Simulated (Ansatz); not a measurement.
Carrier properties of BaSnO$_{3}$ under load (space group P4/mmm)

```yaml
crystal:
  lattice:
    - [4.12566, 0.00000, 0.00000]
    - [0.00000, 4.12566, 0.00000]
    - [0.00000, 0.00000, 4.10541]
  atoms:
    - { symbol: Ba, position: [0.50000, 0.50000, 0.50000] }
    - { symbol: Sn, position: [0.00000, 0.00000, 0.00000] }
    - { symbol: O, position: [0.00000, 0.50000, 0.00000] }
    - { symbol: O, position: [0.50000, 0.00000, 0.00000] }
    - { symbol: O, position: [0.00000, 0.00000, 0.50000] }
```

Method: PBEsol with spin-orbit coupling, rigid bands (plane waves, PAW; Ansatz, a quantum-chemistry and plane-wave program). Condition of this run: uniaxial stress zz = 1 GPa (compression positive) (the target of the relaxation). Cell: cell and atoms relaxed with PBEsol, then loaded as said.

```json
{
 "band_gap": "0.88 eV",
 "electron conductivity mass (300 K, dilute)": "0.172 mₑ",
 "hole conductivity mass (300 K, dilute)": "1.99 (x), 1.99 (y), 1.77 (z) mₑ",
 "effective density of states N_c (300 K)": "1.7e18 cm⁻³",
 "effective density of states N_v (300 K)": "3.0e20 cm⁻³",
 "density_of_states_mass_electrons": "0.166 mₑ",
 "density_of_states_mass_holes": "5.2 mₑ",
 "Seebeck coefficient, n-type 1e19 cm⁻³, 300 K": "-101 μV/K",
 "best n-type power factor at 300 K for τ = 10 fs (best axis; densities from 1e16 to 1e21 cm⁻³ tried, whether or not they can be reached)": "1.59 μW/(cm·K²) at 1e19 cm⁻³",
 "Seebeck coefficient, p-type 1e19 cm⁻³, 300 K": "532 μV/K"
}
```

Rigid bands; masses and Seebeck coefficients take one relaxation time τ for all states and one kind of carrier; polarons and phonon drag are left out.
